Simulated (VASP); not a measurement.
# C: relaxed cell and band gap, by functional

C, Fd-3m (no. 227), 2 atoms in the cell.

| Functional | Volume (Å³/atom) | Change from the starting volume (fraction) | Gap, path and mesh (eV) | Time (s) |
|---|---|---|---|---|
| B88 + LYP (libxc) | 5.82 | 0.026 | 4.38 | 49 |
| Wu-Cohen (libxc) | 5.61 | -0.010 | 4.08 | 51 |
| SOGGA11 (libxc) | 5.51 | -0.029 | 3.98 | 60 |
| HCTH/407 (libxc) | 5.59 | -0.014 | 4.25 | 65 |
| RGE2 (libxc) | 5.67 | -0.001 | 3.96 | 51 |
| HTBS (libxc) | 5.68 | 0.002 | 3.96 | 53 |
| LDA, PW92 (libxc) | 5.51 | -0.029 | 4.17 | 44 |
| PBE (libxc) | 5.69 | 0.004 | 4.12 | 53 |

## Input of the first row

INCAR.step1:
```
PREC     = Accurate       # precision mode
ENCUT    = 600            # plane-wave cutoff, eV
EDIFF    = 1E-7           # SCF threshold, eV
ISMEAR   = 0              # smearing method
SIGMA    = 0.02           # smearing width, eV
LREAL    = False          # projectors in reciprocal space
LASPH    = True           # aspherical terms in the spheres
GGA_COMPAT= False        
ALGO     = Normal         # electronic algorithm
NELM     = 150            # most SCF steps
ISIF     = 3              # what is computed and relaxed
LWAVE    = False          # write WAVECAR
LCHARG   = False          # write CHGCAR
GGA      = LIBXC          # functional
LIBXC1   = GGA_X_B88    
LIBXC2   = GGA_C_LYP    
IBRION   = 2              # ionic algorithm
EDIFFG   = -0.005         # ionic threshold
NSW      = 60             # ionic steps
```

INCAR.step2, as INCAR.step1 but for:
```
- NSW = 60
+ NSW = 40
```

INCAR.step3, as INCAR.step2 but for:
```
- ISIF = 3
- IBRION = 2
- EDIFFG = -0.005
- NSW = 40
+ ISIF = 2
+ NBANDS = 11
```

KPOINTS:
```
k-points
0
Gamma
  10 10 10
```

KPOINTS_OPT:
```
path GXWKGLUWLK,UX
8
line-mode
reciprocal
 0.0000000000  0.0000000000  0.0000000000  G
 0.5000000000  0.0000000000  0.5000000000  X

 0.5000000000  0.0000000000  0.5000000000  X
 0.5000000000  0.2500000000  0.7500000000  W

 0.5000000000  0.2500000000  0.7500000000  W
 0.3750000000  0.3750000000  0.7500000000  K

 0.3750000000  0.3750000000  0.7500000000  K
 0.0000000000  0.0000000000  0.0000000000  G

 0.0000000000  0.0000000000  0.0000000000  G
 0.5000000000  0.5000000000  0.5000000000  L

 0.5000000000  0.5000000000  0.5000000000  L
 0.6250000000  0.2500000000  0.6250000000  U

 0.6250000000  0.2500000000  0.6250000000  U
 0.5000000000  0.2500000000  0.7500000000  W

 0.5000000000  0.2500000000  0.7500000000  W
 0.5000000000  0.5000000000  0.5000000000  L

 0.5000000000  0.5000000000  0.5000000000  L
 0.3750000000  0.3750000000  0.7500000000  K

 0.6250000000  0.2500000000  0.6250000000  U
 0.5000000000  0.0000000000  0.5000000000  X
```

POSCAR.step1:
```
C
1.0
    0.0000000000      1.7833700000      1.7833700000
    1.7833700000      0.0000000000      1.7833700000
    1.7833700000      1.7833700000      0.0000000000
C
2
Direct
    0.7500000000      0.7500000000      0.7500000000
    0.5000000000      0.5000000000      0.5000000000
```

Commands (each step's output is kept before the next begins):
```
cat potpaw_PBE.64/C/POTCAR > POTCAR
cp INCAR.step1 INCAR
cp POSCAR.step1 POSCAR
mpirun -np 1 vasp_std > vasp.out
cp CONTCAR POSCAR
rm WAVECAR CHG
cp INCAR.step2 INCAR
mpirun -np 1 vasp_std > vasp.out
cp CONTCAR POSCAR
rm WAVECAR CHG
cp INCAR.step3 INCAR
mpirun -np 1 vasp_std > vasp.out
```

Changes of the last row against the first:
```
(all steps)
- LIBXC1 = GGA_X_B88
- LIBXC2 = GGA_C_LYP
+ LIBXC1 = GGA_X_PBE
+ LIBXC2 = GGA_C_PBE
```

VASP 6.6.1 took 49 s on 1 core (AMD EPYC 7571), a shared host.
